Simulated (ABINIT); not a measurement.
Runs of ABINIT 10.8.3 (patched build) on Te. Symmetry: R-3m, No. 166, trigonal system. Conventional cell: a = 4.612 Å, b = 4.612 Å, c = 5.073 Å, α = 90.00°, β = 90.00°, γ = 120.00°. Te (site symmetry -3m) has 6 Te at 3.15 Å as nearest neighbours. This isn't the form of Te at room conditions, which is trigonal, of chains.

```csv
task,level,potentials or basis,cell,k mesh,cutoff (eV),bands in the sums,broadening (eV),scissor shift (eV),tensor components,cell freedom (optcell),gap on the mesh (eV),pressure (GPa)
single point,PBEsol,PseudoDojo NC SR PBEsol v0.4.1 standard,as given,7 × 7 × 7,925,-,-,-,-,-,none,-1.0
single point,LDA,PseudoDojo NC SR LDA v0.4.1 standard,as given,7 × 7 × 7,952,-,-,-,-,-,none,-1.6
optical spectrum,LDA,PseudoDojo NC SR LDA v0.4.1 standard,as given,10 × 10 × 10,952,20,0.1,0,"[11, 33]",-,none,(a)
relaxation of cell and atoms,LDA,PseudoDojo NC SR LDA v0.4.1 standard,relaxed,7 × 7 × 7,1088,-,-,-,-,2,none,0.0
single point,LDA,PseudoDojo NC SR LDA v0.4.1 standard,cell relaxed,7 × 7 × 7,1088,-,-,-,-,-,none,0.0
```

Alike in all rows: no spin polarisation; smearing fermi-dirac 0.05 eV.

Estimate the missing entries.

(a) -1.4.

Caveats: the cutoff is short for stress, so the pressure is rough (some runs); the intraband (Drude) term is left out (some runs); spectra need much finer meshes, so this one isn't converged (some runs); independent-particle spectra lack excitons (some runs).

A k mesh can miss the band edges, and the runs leave out spin-orbit coupling on Te.

A gap of «none» marks a metal or a gap under the smearing width.

Runs at the PBE level aren't shown here.
